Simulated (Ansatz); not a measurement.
Structure from Materials Project entry mp-10617 (possibly hypothetical), not relaxed further.

Sr: DFT, r2SCAN, PAW with Ansatz's default frozen-core files, scalar-relativistic (Ansatz 0.2.0).

```yaml
crystal:
  lattice:
    - [-3.706358277, 3.706358277, 2.0208764669]
    - [3.706358277, -3.706358277, 2.0208764669]
    - [3.706358277, 3.706358277, -2.0208764669]
  atoms:
    - { symbol: Sr, position: [0.75, 0.25, 0.5] }
    - { symbol: Sr, position: [0.0, 0.0, 0.0] }
kpoints:
  mp_grid: { grid: [12, 12, 12] }
  band_path:
    path:
      - [0.0, 0.0, 0.0]
      - [0.0, 0.0, 0.5]
      - [-0.5, 0.5, 0.5]
      - [0.0, 0.0, 0.0]
      - [0.3243232591, 0.3243232591, -0.3243232591]
      - [-0.3243232591, 0.6756767409, 0.3243232591]
      - [-0.5, 0.5, 0.5]
      - [0.0, 0.0, 0.5]
      - [0.25, 0.25, 0.25]
    npoints: 8
scf:
  occupations: { method: fermi_dirac, width: 0.05 }
hamiltonian:
  xc: r2scan
  pseudopotentials: { kind: paw }
output:
  forces: true
  stress: true
  eigenvalues: true
  efg: { contact_densities: true }
  populations: true
  bader: true
  dos: { projected: true, de: 0.2, e_range: [-14, 8] }
```

Output:

```
Sr: output.efg is read without spin–orbit coupling, which moves field gradients at and beside such atoms by some per cent and up to a factor of two; PAW files take it under magnetization.noncollinear and magnetization.spin_orbit
Engine: ansatz 0.2.0
Pseudopotentials: kind: paw
Pseudopotential: Sr, paw, valence charge 10, recommended cutoff 500 eV (meta_gga)
Functional definition: r2SCAN
  parameter k0 = 0.174
  parameter k1 = 0.065
  parameter a1 = 4.9479
  exchange = r2scan_x(k0 = k0, k1 = k1, a1 = a1)
  correlation = r2scan_c
Crystal: 2 atoms, lattice volume = 111.044 Å³
Basis set: ecut = 500 eV, 2811 PW (Γ), exchange–correlation on 180×180×180 points (64 copies of the dense FFT grid, shifted against one another)
Bands: 14, of which v1, the nominal top of the filled ones, is band 10 counted from 1 (9 counted from 0)
Symmetry: 16 space group operations
Space group: I41/amd (ITA 141), of the structure as read, at distance tolerance 4.8e-5 Å
k-points: 163 of 1728
Non-local potential: Sr, projectors of the file, l = 0: 3, l = 1: 2, l = 2: 2
PAW form: soft (Blöchl's): semilocal exchange-correlation on the pseudo side does not see the compensation charge
PAW frozen core: Sr, regenerated for the run's functional (the file was generated under x = pbe(κ = 0.804, μ = 0.2195149727645171), c = pbe(β = 0.06672455060314922))
PAW one-centre angular grid: Sr, 302 points (default); XC on 160 Gauss nodes
Initial density: superposition of atomic densities (neutral atoms: chi_scale 0, normalization atom), corrected by the library's trained network
Initial wavefunctions: pseudopotential atomic-orbital guess
Functional: x = r2scan, c = r2scan; τ floored in thin density (d = 2e-4 eV/Å³)
SCF iter   1: F=—  HF=-7109.688664 eV  |F-HF|=—  |Δ(HF+E_count)|=         —  Δρ=3.27e-3  dr2=2.32e-2  dr2_τ=4.56e-3  ethr=1.77e-3  ⟨swp⟩=8.3  Hψ=17678  notcnv=0
preconditioner: auto → Kerker (q_TF=auto, 2.050 Å⁻¹)  [metal: Δε(μ)=0.003 eV  Ē_g=2.524 eV  σ=0.050 eV  W_gap=0.01  n_scr=16 (ndim 8)  ℏωp=7.0 eV  f_vac=0.000  D(μ)=3.47/eV (n_scr^D=16)]
SCF iter   2: F=—  HF=-7109.745493 eV  |F-HF|=—  |Δ(HF+E_count)|=   5.68e-2  Δρ=2.60e-3  dr2=1.42e-2  dr2_τ=1.71e-4  ethr=1.16e-4  ⟨swp⟩=2.2  Hψ=5508  notcnv=0
SCF iter   3: F=—  HF=-7109.746743 eV  |F-HF|=—  |Δ(HF+E_count)|=   1.25e-3  Δρ=9.04e-4  dr2=2.42e-3  dr2_τ=2.46e-4  ethr=7.11e-5  ⟨swp⟩=2.8  Hψ=3769  notcnv=0
SCF iter   4: F=—  HF=-7109.746565 eV  |F-HF|=—  |Δ(HF+E_count)|=   1.78e-4  Δρ=5.13e-4  dr2=9.64e-5  dr2_τ=7.36e-6  ethr=1.21e-5  ⟨swp⟩=2.8  Hψ=3843  notcnv=0
SCF iter   5: F=—  HF=-7109.746607 eV  |F-HF|=—  |Δ(HF+E_count)|=   4.13e-5  Δρ=5.51e-5  dr2=6.13e-6  dr2_τ=2.13e-7  ethr=4.82e-7  ⟨swp⟩=3.0  Hψ=3959  notcnv=0
SCF iter   6: F=—  HF=-7109.746605 eV  |F-HF|=—  |Δ(HF+E_count)|=   1.47e-6  Δρ=4.64e-5  dr2=1.66e-6  dr2_τ=4.77e-7  ethr=3.06e-8  ⟨swp⟩=3.0  Hψ=4029  notcnv=0
SCF iter   7: F=—  HF=-7109.746606 eV  |F-HF|=—  |Δ(HF+E_count)|=   1.23e-6  Δρ=1.31e-5  dr2=2.01e-7  dr2_τ=3.94e-8  ethr=8.28e-9  ⟨swp⟩=2.0  Hψ=2616  notcnv=0
SCF iter   8: F=-7109.746607 eV  HF=-7109.746607 eV  |F-HF|=9.33e-9  |Δ(HF+E_count)|=   1.07e-7  Δρ=3.17e-6  dr2=6.77e-9  dr2_τ=4.39e-9  ethr=5.00e-10  ⟨swp⟩=7.1  Hψ=13571  notcnv=0
SCF 1 converged in 8 iterations: F = -7109.746607 eV  dr2 = 6.77e-9
  greatest PAW one-centre occupation: 0.989 electrons in one spin orbital (limit 2), on the Sr atom at site 1 (counted from 0), in its partial waves of l = 0
NSCF: frozen V_eff on 65 k-points
SCF converged after 8 iterations
Free energy (F): -7109.746607 eV
Harris-Foulkes:  -7109.746607 eV  (|F-HF|=9.33e-9)
Internal energy: -7109.718490 eV  (E = F + TS)
E sigma→0 (E₀):  -7109.732548 eV
Entropy (-TS):   -0.028116 eV (-14.058 meV/atom)
Fermi energy:    4.877336 eV
--- Per-component energies (eV) ---
  E_band       = -291.576053
  E_kinetic    = 484.078337
  E_local      = -1563.082831  (includes V_loc(G=0)·N_el)
  E_nonlocal   = 403.707480
  E_hartree    = 398.396242
  E_xc         = -322.287919
  E_vxc        = -348.370911  (∫ρ·V_xc dr)
  E_paw        = -5431.378304  (= ΣΔE_a)
  E_vpaw       = -83.272394  (= ΣTr[D̂ρ^β])
  E_aug_tail   = -0.000001  (compensation charges beyond the density's cutoff)
  E_vtau       = 18.572011  (kinetic-family band-sum trace: ∫τ·v_τ [+ j·A + Jᵃ·Aᵃ] dr)
  E_ewald      = -1078.859421
  E_core_change = -0.292073  (= ΣΔE_core)
  E_smearing   = -0.028116  (= −TS)
  E_closure    = 0.000000  (closes the sum)
  Σ components = -7109.746607   (vs F -7109.746607, Δ=0.00e0)
--- Forces (eV/Å), atoms counted from 1 ---
  atom   1  Sr    -0.00000000    -0.00000000     0.00000000
  atom   2  Sr     0.00000000    -0.00000000     0.00000000
  max |Σ_I F_I| component: 1.73e-17 eV/Å
--- Stress (GPa, compression-positive) ---
        0.077247       0.000000       0.000000
        0.000000       0.077247       0.000000
        0.000000       0.000000      -0.098312
  P = ⅓ Tr σ = 0.0187 GPa (0.187 kbar)
--- PAW observables at the nuclei: V_zz in 10²¹ V/m², potentials from the cell's mean, atoms counted from 1 ---
  atom   1  Sr V_zz =    -0.015775   η = 0.0000   by run symmetry: allowed
            electrostatic potential = -5502.891011 V   contact ρ = 400774.679847 e/Å³
  atom   2  Sr V_zz =    -0.015775   η = 0.0000   by run symmetry: allowed
            electrostatic potential = -5502.891011 V   contact ρ = 400774.679847 e/Å³
--- Band table (eV; the first three rows and the last of 163) ---
  k-point 0: bands = ["-33.1690", "-33.1300", "-14.6359", "-14.6359", "-14.4204", "-14.4173", "-14.3992", "-14.3992", "1.2777", "4.5525", "5.8284", "6.3043", "6.9373", "7.6806"]
  k-point 1: bands = ["-33.1684", "-33.1306", "-14.6325", "-14.6325", "-14.4261", "-14.4168", "-14.4040", "-14.3976", "1.3296", "4.5546", "5.7543", "6.3129", "6.8928", "7.6391"]
  k-point 2: bands = ["-33.1664", "-33.1326", "-14.6225", "-14.6225", "-14.4399", "-14.4178", "-14.4154", "-14.3957", "1.4837", "4.5124", "5.6192", "6.3406", "6.7814", "7.5177"]
  k-point 162: bands = ["-33.1492", "-33.1492", "-14.6779", "-14.6779", "-14.4201", "-14.4201", "-14.3718", "-14.3718", "3.8685", "3.8685", "4.7104", "4.7104", "6.8971", "6.8971"]
--- Löwdin populations: 2 sites ---
  site symbol       q [e]
     0     Sr      9.3186
     1     Sr      9.3186
  spilling = 0.068138 (of n_electrons = 20.000000)
--- Bader charges: 2 sites ---
  site symbol  charge [e]  shift [e]
     0     Sr      0.0000     0.0000
     1     Sr      0.0000     0.0000
  estimated error of the sums over rays = 1.5e-4 e
```

populations.tsv:

```
# site	symbol	l	j	q
# orbitals = lowdin
# n_electrons = 20.000000
# spilling = 0.068138
0	Sr	0_4S	-	1.989685
0	Sr	0_5S	-	1.332775
0	Sr	1_4P	-	5.996159
1	Sr	0_4S	-	1.989685
1	Sr	0_5S	-	1.332775
1	Sr	1_4P	-	5.996159
```

bader_charges.tsv:

```
# site	symbol	x_ang	y_ang	z_ang	partial_charge_e	electrons	volume_ang3	relative_density_drop	shared_charge_e	partial_wave_shift_e
# quadrature_error_electrons = 1.5e-4
0	Sr	0.0000	3.7064	1.0104	0.00000	38.00000	55.52	-	0.00000	0.00000
1	Sr	0.0000	0.0000	0.0000	0.00000	38.00000	55.52	-	0.00000	0.00000
```
